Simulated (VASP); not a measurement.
# AlN (P6_3mc) in VASP: notebook

One crystal, AlN, is run at these levels: PBE; tasks: relaxation of cell and atoms, relaxation of shape and atoms at fixed volume.

Program: VASP 6.6.1. These are calculated values, not measurements. Logs are shortened: lines on timing, memory, paths and dates and some standing lists are left out, and cuts for length are marked.

### 1 Starting point

The structure is hexagonal, space group P6_3mc (No. 186). Conventional cell: a = 3.113 Å, b = 3.113 Å, c = 4.981 Å, α = 90.00°, β = 90.00°, γ = 120.00°. Around Al (site symmetry 3m) lie 4 N at 1.89 Å. Around N (site symmetry 3m) lie 4 Al at 1.89 Å.

### 2 Relaxation of cell and atoms, PBE

INCAR reads:

```
SYSTEM = AlN
PREC = Accurate
ENCUT = 520
EDIFF = 1E-7
ISMEAR = 0
SIGMA = 0.02
LREAL = .FALSE.
LASPH = .TRUE.
NELM = 100
ALGO = Fast
ISIF = 3
LWAVE = .FALSE.
LCHARG = .FALSE.
GGA = PE
IBRION = 2
NSW = 80
EDIFFG = -0.002
```

KPOINTS reads:

```
regular mesh
0
G
  6 6 2
  0 0 0
```

POSCAR reads:

```
AlN
1.0
    3.1130000000      0.0000000000      0.0000000000
   -1.5565000000      2.6959370800      0.0000000000
    0.0000000000      0.0000000000      4.9810000000
Al N
2 2
Direct
    0.3333333300      0.6666666700      0.0000000000
    0.6666666700      0.3333333300      0.5000000000
    0.3333333300      0.6666666700      0.3800000000
    0.6666666700      0.3333333300      0.8800000000
```

Potentials or basis: VASP PAW PBE potentials, release 64 (Al, N).

Run with:

```
cat potpaw_PBE.64/Al/POTCAR potpaw_PBE.64/N/POTCAR > POTCAR
mpirun -np 1 vasp_std > vasp.out
```

OUTCAR:

```text
SYSTEM = AlN
   PREC = Accurate
   ENCUT = 520
   EDIFF = 1E-7
   ISMEAR = 0
   LREAL = .FALSE.
   LASPH = .TRUE.
   NELM = 100
   ISIF = 3
   GGA = PE
   IBRION = 2
   NSW = 80
   EDIFFG = -0.002

 ion  position               nearest neighbor table
   1  0.333  0.667  0.000-   3 1.89   4 1.89   4 1.89   4 1.89   2 3.07   2 3.07   2 3.07   2 3.07
                             2 3.07   2 3.07
   2  0.667  0.333  0.500-   4 1.89   3 1.89   3 1.89   3 1.89   1 3.07   1 3.07   1 3.07   1 3.07
                             1 3.07   1 3.07
   3  0.333  0.667  0.380-   1 1.89   2 1.89   2 1.89   2 1.89
   4  0.667  0.333  0.880-   2 1.89   1 1.89   1 1.89   1 1.89

  LATTYP: Found a hexagonal cell.
 ALAT       =     3.1130000000
 C/A-ratio  =     1.6000642467

  Lattice vectors:

 A1 = (   3.1130000000,   0.0000000000,   0.0000000000)
 A2 = (  -1.5565000000,   2.6959370800,   0.0000000000)
 A3 = (   0.0000000000,   0.0000000000,   4.9810000000)

Analysis of symmetry for initial positions (statically):
=====================================================================
 Subroutine PRICEL returns:
 Original cell was already a primitive cell.

 Routine SETGRP: Setting up the symmetry group for a
 hexagonal supercell.

 Subroutine GETGRP returns: Found 12 space group operations
 (whereof  6 operations were pure point group operations)
 out of a pool of 24 trial point group operations.

The static configuration has the point symmetry C_3v.
 The point group associated with its full space group is C_6v.

Analysis of symmetry for dynamics (positions and initial velocities):
=====================================================================
 Subroutine PRICEL returns:
 Original cell was already a primitive cell.

 Routine SETGRP: Setting up the symmetry group for a
 hexagonal supercell.

 Subroutine GETGRP returns: Found 12 space group operations
 (whereof  6 operations were pure point group operations)
 out of a pool of 24 trial point group operations.

The dynamic configuration has the point symmetry C_3v.
 The point group associated with its full space group is C_6v.

 Subroutine INISYM returns: Found 12 space group operations
 (whereof  6 operations are pure point group operations),
 and found     1 'primitive' translations

----------------------------------------------------------------------------------------

                                     Primitive cell

  volume of cell :      41.8028

  direct lattice vectors                    reciprocal lattice vectors
     3.113000000  0.000000000  0.000000000     0.321233537  0.185464269  0.000000000
    -1.556500000  2.695937080  0.000000000     0.000000000  0.370928538  0.000000000
     0.000000000  0.000000000  4.981000000     0.000000000  0.000000000  0.200762899

  length of vectors
     3.113000000  3.112999998  4.981000000     0.370928538  0.370928538  0.200762899

  position of ions in fractional coordinates (direct lattice)
     0.333333330  0.666666670  0.000000000
     0.666666670  0.333333330  0.500000000
     0.333333330  0.666666670  0.380000000
     0.666666670  0.333333330  0.880000000

  ion indices of the primitive-cell ions
   primitive index   ion index
                 1           1
                 2           2
                 3           3
                 4           4

----------------------------------------------------------------------------------------

 KPOINTS: regular mesh

Automatic generation of k-mesh.
 Grid dimensions read from file:
 generate k-points for:    6    6    2

 Generating k-lattice:

  Cartesian coordinates                     Fractional coordinates (reciprocal lattice)
     0.053538923  0.030910712  0.000000000     0.166666667 -0.000000000  0.000000000
     0.000000000  0.061821423  0.000000000     0.000000000  0.166666667  0.000000000
     0.000000000  0.000000000  0.100381450     0.000000000  0.000000000  0.500000000

  Length of vectors
     0.061821423  0.061821423  0.100381450

  Shift w.r.t. Gamma in fractional coordinates (k-lattice)
     0.000000000  0.000000000  0.000000000
[... 49 lines left out ...]

------------------------ aborting loop because EDIFF is reached ----------------------------------------

  FORCE on cell =-STRESS in cart. coord.  units (eV):
  Direction    XX          YY          ZZ          XY          YZ          ZX
  --------------------------------------------------------------------------------------
  -------------------------------------------------------------------------------------
  Total        0.7471714      0.7471714      1.1885867      0.0000000      0.0000000      0.0000000
  in kB       28.6368601     28.6368601     45.5549983      0.0000000      0.0000000      0.0000000
  external PRESSURE =      34.2762395 kB  Pullay stress =       0.0000000 kB

 VOLUME and BASIS-vectors are now :
 -----------------------------------------------------------------------------
  energy-cutoff  :      520.00
  volume of cell :       41.80
      direct lattice vectors                 reciprocal lattice vectors
     3.113000000  0.000000000  0.000000000     0.321233537  0.185464269  0.000000000
    -1.556500000  2.695937080  0.000000000     0.000000000  0.370928538  0.000000000
     0.000000000  0.000000000  4.981000000     0.000000000  0.000000000  0.200762899
[... 229 lines left out ...]
 POSITION                                       TOTAL-FORCE (eV/Angst)
 -----------------------------------------------------------------------------------
     -0.00000      1.80622      5.01268         0.000000      0.000000      0.001577
      1.56423      0.90311      2.50441        -0.000000      0.000000      0.001577
     -0.00000      1.80622      1.91016        -0.000000      0.000000     -0.001577
      1.56423      0.90311      4.41843         0.000000     -0.000000     -0.001577
 -----------------------------------------------------------------------------------
    total drift:                               -0.000009      0.000005      0.001650

  FREE ENERGIE OF THE ION-ELECTRON SYSTEM (eV)
  ---------------------------------------------------
  free  energy   TOTEN  =       -29.7785092594 eV

  energy  without entropy=      -29.7785092594  energy(sigma->0) =      -29.77850926

--------------------------------------- Ionic step        8  -------------------------------------------

 number of electron      15.9999998 magnetization

 Free energy of the ion-electron system (eV)
  ---------------------------------------------------
  ext. energy  EPLUGINS =         0.00000000
  ---------------------------------------------------
  free energy    TOTEN  =       -29.77851017 eV

  energy without entropy =      -29.77851017  energy(sigma->0) =      -29.77851017

 E-fermi :   6.0913     XC(G=0): -10.8334

 val. band max:        5.9777710881   @ k =   0.0000   0.0000   0.0000
 cond. band min:      10.0352449164   @ k =   0.0000   0.0000   0.0000
 fundamental gap:      4.0574738283
 Fermi energy:         6.0913227203

 k-point     1 :       0.0000    0.0000    0.0000
  band No.  band energies     occupation
      1      -9.0972      2.00000
      2      -7.0108      2.00000
      3       0.0657      2.00000
      4       5.1346      2.00000
      5       5.1346      2.00000
      6       5.7769      2.00000
      7       5.7769      2.00000
      8       5.9778      2.00000
      9      10.0352      0.00000
     10      12.5024      0.00000
     11      16.4460      0.00000
     12      17.0186      0.00000

 k-point     2 :       0.1667    0.0000    0.0000
  band No.  band energies     occupation
      1      -8.7576      2.00000
      2      -6.8270      2.00000
      3       0.4763      2.00000
      4       3.7295      2.00000
      5       4.4894      2.00000
      6       4.7491      2.00000
      7       5.6949      2.00000
      8       5.8081      2.00000
      9      11.3174      0.00000
     10      13.5669      0.00000
     11      15.0786      0.00000
     12      15.6433      0.00000
[... 200 lines left out ...]
 POSITION                                       TOTAL-FORCE (eV/Angst)
 -----------------------------------------------------------------------------------
     -0.00000      1.80617      5.01255         0.000000     -0.000000     -0.000787
      1.56419      0.90309      2.50439        -0.000000      0.000000     -0.000787
     -0.00000      1.80617      1.90996        -0.000000      0.000000      0.000787
      1.56419      0.90309      4.41812         0.000000     -0.000000      0.000787
 -----------------------------------------------------------------------------------
    total drift:                               -0.000009      0.000005      0.000553

  FREE ENERGIE OF THE ION-ELECTRON SYSTEM (eV)
  ---------------------------------------------------
  free  energy   TOTEN  =       -29.7785101662 eV

  energy  without entropy=      -29.7785101662  energy(sigma->0) =      -29.77851017

 reached required accuracy - stopping structural energy minimisation
```

Wall time 33 s (1 thread of Intel Xeon Platinum 8259CL at 2.50GHz (Skylake/Cascade Lake), shared host); peak memory 0.15 GiB.

Results:

| Property | Result |
| --- | --- |
| Free energy | -29.7785 eV |
| Relaxed volume | 10.63 Å³/atom |
| Relaxed cell | a = 3.128 Å, b = 3.128 Å, c = 5.016 Å, α = 90.00°, β = 90.00°, γ = 120.00° |
| Space group after relaxing (to 0.05 Å) | P6_3mc (No. 186) |
| Energy gained by relaxing | 2.2 meV/atom |
| Ionic steps | 8 |
| Pressure after relaxing | 0.0 GPa |
| Band gap on the k mesh | 4.06 eV, direct |

The path:
```tsv
step	energy change (eV)	largest force (eV/Å)	pressure (GPa)	volume (Å³)
1	0.0000	0.1307	3.43	41.80
2	-0.0018	0.0936	-2.88	43.17
3	-0.0087	0.0035	0.00	42.51
4	-0.0087	0.0057	0.07	42.50
5	-0.0087	0.0068	0.05	42.50
6	-0.0087	0.0074	0.04	42.51
7	-0.0087	0.0016	-0.03	42.52
8	-0.0087	0.0008	-0.01	42.52
```

Final structure:
```
CELL_PARAMETERS angstrom
3.12838 0.00000 0.00000
-1.56419 2.70926 0.00000
0.00000 0.00000 5.01631
ATOMIC_POSITIONS crystal
Al 0.33333 0.66667 0.99925
Al 0.66667 0.33333 0.49925
N 0.33333 0.66667 0.38075
N 0.66667 0.33333 0.88075
```

Caveat: the k mesh is coarse (spacing up to 0.63 Å⁻¹), so the values aren't converged.

### 3 Relaxation of cell and atoms, PBE

This run uses another cell than the first one, of 10.63 Å³/atom, 1.017 times its volume.

INCAR is that of step 2.

KPOINTS is that of step 2.

POSCAR reads:

```
AlN                                     
1.0
    3.1283816962      0.0000000000      0.0000000000
   -1.5641908481      2.7092580196     -0.0000000000
   -0.0000000000      0.0000000000      5.0163107757
  Al              N             
     2     2
Direct
     0.3333333300000021    0.6666666699999979    0.9992493515525236
     0.6666666699999979    0.3333333300000021    0.4992493515525237
     0.3333333300000021    0.6666666699999979    0.3807506484474789
     0.6666666699999979    0.3333333300000021    0.8807506484474790
```

Potentials or basis: VASP PAW PBE potentials, release 64 (Al, N).

Run with:

```
cat potpaw_PBE.64/Al/POTCAR potpaw_PBE.64/N/POTCAR > POTCAR
mpirun -np 1 vasp_std > vasp.out
```

It took 8.9 s on 1 thread of Intel Xeon Platinum 8259CL at 2.50GHz (Skylake/Cascade Lake), shared host; peak memory 0.15 GiB.

Results (log left out):

- Free energy: -29.7789 eV
- Pressure after relaxing: 0.0 GPa
- Band gap on the k mesh: 4.06 eV, direct

Final structure:
```
Al N
1.0
     3.12838    0.00000    0.00000
    -1.56419    2.70926    0.00000
     0.00000    0.00000    5.01631
Al N
2 2
Cartesian
  0.0000 1.8062 5.0125
  1.5642 0.9031 2.5044
  0.0000 1.8062 1.9100
  1.5642 0.9031 4.4181
```

Levels at points of the mesh, in eV from the valence-band top:
```
           k point  band 5  band 6  band 7  band 8  band 9  band 10  band 11  band 12
(0.00, 0.00, 0.00)   -0.84   -0.20   -0.20    0.00    4.06     6.52    10.47    11.04
(0.50, 0.00, 0.00)   -3.30   -2.05   -1.74   -0.68    5.76     5.77     8.04    10.16
(0.00, 0.00, 0.50)   -0.53   -0.53   -0.53   -0.53    6.32     6.32    10.18    10.18
(0.50, 0.00, 0.50)   -1.44   -1.44   -1.35   -1.35    5.25     5.25     9.16     9.17
```

Caveat: the k mesh is coarse (spacing up to 0.63 Å⁻¹), so the values aren't converged; the relaxation stopped at its first step, so nothing moved. PBE gaps usually lie below the measured ones, often by a third to a half.

### 4 Relaxation of shape and atoms at fixed volume, PBE

This run uses another cell than the first one, of 10.63 Å³/atom, 1.017 times its volume.

INCAR, as its differences from that of step 3:

```diff
@@ -10,3 +10,3 @@
 ALGO = Fast
-ISIF = 3
+ISIF = 4
 LWAVE = .FALSE.
```

KPOINTS is that of step 3.

POSCAR reads:

```
AlN                                     
1.0
    3.1283816962      0.0000000000      0.0000000000
   -1.5641908481      2.7092580196      0.0000000000
    0.0000000000      0.0000000000      5.0163107757
  Al              N             
     2     2
Direct
     0.3333333300000021    0.6666666699999979    0.9992493515525211
     0.6666666699999979    0.3333333300000021    0.4992493515525211
     0.3333333300000021    0.6666666699999979    0.3807506484474814
     0.6666666699999979    0.3333333300000021    0.8807506484474814
```

Run with:

```
cat potpaw_PBE.64/Al/POTCAR potpaw_PBE.64/N/POTCAR > POTCAR
mpirun -np 1 vasp_std > vasp.out
```

Run time: 13 s. Hardware: 1 thread of Intel Xeon Platinum 8259CL at 2.50GHz (Skylake/Cascade Lake), shared host; peak memory 0.14 GiB.

Results (log left out):

```
Free energy             : -29.7789 eV
Pressure after relaxing : 0.0 GPa
Band gap on the k mesh  : 4.06 eV, direct
```

Final structure:
```cif
data_structure
_symmetry_space_group_name_H-M 'P 1'
_symmetry_Int_Tables_number 1
_cell_length_a 3.1284
_cell_length_b 3.1284
_cell_length_c 5.0163
_cell_angle_alpha 90.000
_cell_angle_beta 90.000
_cell_angle_gamma 120.000
_cell_volume 42.52
loop_
_atom_site_label
_atom_site_type_symbol
_atom_site_fract_x
_atom_site_fract_y
_atom_site_fract_z
_atom_site_occupancy
Al1 Al 0.33333 0.66667 0.99925 1
Al2 Al 0.66667 0.33333 0.49925 1
N1 N 0.33333 0.66667 0.38075 1
N2 N 0.66667 0.33333 0.88075 1
```

Levels at points of the mesh, in eV from the valence-band top:
```tsv
k point	band 6	band 7	band 8	band 9	band 10	band 11
(0.00, 0.00, 0.00)	-0.20	-0.20	0.00	4.06	6.52	10.47
(0.50, 0.00, 0.00)	-2.05	-1.74	-0.68	5.76	5.77	8.04
(0.00, 0.00, 0.50)	-0.53	-0.53	-0.53	6.32	6.32	10.18
(0.50, 0.00, 0.50)	-1.44	-1.35	-1.35	5.25	5.25	9.16
```

Caveat: the k mesh is coarse (spacing up to 0.63 Å⁻¹), so the values aren't converged; the relaxation stopped at its first step, so nothing moved. A hybrid or GW would open this gap; PBE tends to underestimate it.

### 5 Relaxation of shape and atoms at fixed volume, PBE (a relaxed cell with its volume scaled by 0.97)

INCAR is that of step 4.

KPOINTS is that of step 4.

POSCAR, as its differences from that of step 4:

```diff
@@ -2,5 +2,5 @@
 1.0
-    3.1283816962      0.0000000000      0.0000000000
-   -1.5641908481      2.7092580196      0.0000000000
-    0.0000000000      0.0000000000      5.0163107757
+    3.0967797205      0.0000000000      0.0000000000
+   -1.5483898602      2.6818899058      0.0000000000
+    0.0000000000      0.0000000000      4.9656375054
   Al              N
```

Run with:

```
cat potpaw_PBE.64/Al/POTCAR potpaw_PBE.64/N/POTCAR > POTCAR
mpirun -np 1 vasp_std > vasp.out
```

Run time: 39 s. Hardware: 1 thread of Intel Xeon Platinum 8259CL at 2.50GHz (Skylake/Cascade Lake), shared host; peak memory 0.15 GiB.

The run converged. Its results:

```yaml
Free_energy: -29.7540 eV
Energy_gained_by_relaxing: 0.0 meV/atom
Ionic_steps: 5
Pressure_after_relaxing: 6.3 GPa
Band_gap_on_the_k_mesh: 4.31 eV, direct
```

Step by step:
| step | energy change (eV) | largest force (eV/Å) | pressure (GPa) | volume (Å³) |
| --- | --- | --- | --- | --- |
| 1 | 0.0000 | 0.0128 | 6.30 | 41.24 |
| 2 | -0.0001 | 0.0135 | 6.28 | 41.24 |
| 3 | -0.0001 | 0.0140 | 6.27 | 41.24 |
| 4 | -0.0001 | 0.0112 | 6.27 | 41.24 |
| 5 | -0.0001 | 0.0002 | 6.27 | 41.24 |

Final structure:
```
Al N
1.0
     3.09890    0.00000    0.00000
    -1.54945    2.68373    0.00000
     0.00000    0.00000    4.95885
Al N
2 2
Direct
  0.33333 0.66667 0.99895
  0.66667 0.33333 0.49895
  0.33333 0.66667 0.38105
  0.66667 0.33333 0.88105
```

Levels at points of the mesh, in eV from the valence-band top:
```
           k point  band 6  band 7  band 8  band 9  band 10  band 11
(0.00, 0.00, 0.00)   -0.23   -0.23    0.00    4.31     6.76    10.72
(0.50, 0.00, 0.00)   -2.12   -1.80   -0.71    5.83     5.85     8.29
(0.00, 0.00, 0.50)   -0.57   -0.57   -0.57    6.57     6.57    10.42
(0.50, 0.00, 0.50)   -1.49   -1.38   -1.38    5.35     5.35     9.33
```

Caveat: the k mesh is coarse (spacing up to 0.63 Å⁻¹), so the values aren't converged.

### 6 Relaxation of shape and atoms at fixed volume, PBE (a relaxed cell with its volume scaled by 1.03)

INCAR is that of step 5.

KPOINTS is that of step 5.

POSCAR, as its differences from that of step 5:

```diff
@@ -2,5 +2,5 @@
 1.0
-    3.0967797205      0.0000000000      0.0000000000
-   -1.5483898602      2.6818899058      0.0000000000
-    0.0000000000      0.0000000000      4.9656375054
+    3.1593577869      0.0000000000      0.0000000000
+   -1.5796788935      2.7360841011      0.0000000000
+    0.0000000000      0.0000000000      5.0659804493
   Al              N
```

Potentials or basis: VASP PAW PBE potentials, release 64 (Al, N).

Run with:

```
cat potpaw_PBE.64/Al/POTCAR potpaw_PBE.64/N/POTCAR > POTCAR
mpirun -np 1 vasp_std > vasp.out
```

Run time: 20 s. Hardware: 1 thread of Intel Xeon Platinum 8259CL at 2.50GHz (Skylake/Cascade Lake), shared host; peak memory 0.15 GiB.

The run converged. Its results:

| Quantity | Value |
| --- | --- |
| Free energy | -29.7574 eV |
| Energy gained by relaxing | 0.0 meV/atom |
| Ionic steps | 5 |
| Pressure after relaxing | -5.4 GPa |
| Band gap on the k mesh | 3.81 eV, direct |

Final structure:
```
CELL_PARAMETERS angstrom
3.15772 0.00000 0.00000
-1.57886 2.73466 0.00000
0.00000 0.00000 5.07125
ATOMIC_POSITIONS crystal
Al 0.33333 0.66667 0.99946
Al 0.66667 0.33333 0.49946
N 0.33333 0.66667 0.38054
N 0.66667 0.33333 0.88054
```

Levels at points of the mesh, in eV from the valence-band top:
| k point | band 6 | band 7 | band 8 | band 9 | band 10 | band 11 |
| --- | --- | --- | --- | --- | --- | --- |
| (0.00, 0.00, 0.00) | -0.18 | -0.18 | 0.00 | 3.81 | 6.29 | 10.23 |
| (0.50, 0.00, 0.00) | -1.99 | -1.70 | -0.66 | 5.68 | 5.70 | 7.79 |
| (0.00, 0.00, 0.50) | -0.50 | -0.50 | -0.50 | 6.09 | 6.09 | 9.94 |
| (0.50, 0.00, 0.50) | -1.40 | -1.32 | -1.32 | 5.15 | 5.15 | 8.98 |

Caveat: the k mesh is coarse (spacing up to 0.62 Å⁻¹), so the values aren't converged.

### 7 The runs side by side

| task | cell | gap on the mesh (eV) | pressure (GPa) |
| --- | --- | --- | --- |
| relaxation of cell and atoms | relaxed | 4.06 | 0.0 |
| relaxation of shape and atoms at fixed volume | relaxed at fixed volume | 4.06 | 0.0 |
| relaxation of shape and atoms at fixed volume | relaxed at fixed volume from: a relaxed cell with its volume scaled by 0.97 | 4.31 | 6.3 |
| relaxation of shape and atoms at fixed volume | relaxed at fixed volume from: a relaxed cell with its volume scaled by 1.03 | 3.81 | -5.4 |

Alike in all rows: level PBE; potentials or basis VASP PAW PBE potentials, release 64 (Al, N); no spin polarisation; k mesh 6 × 6 × 2; cutoff (eV) 520; smearing gaussian 0.02 eV; the mesh is coarse, so values aren't converged.

Caveats: all runs use coarse meshes; the relaxation stopped at its first step, so nothing moved (some runs).

Absolute energies hang on the potentials; compare differences alone.
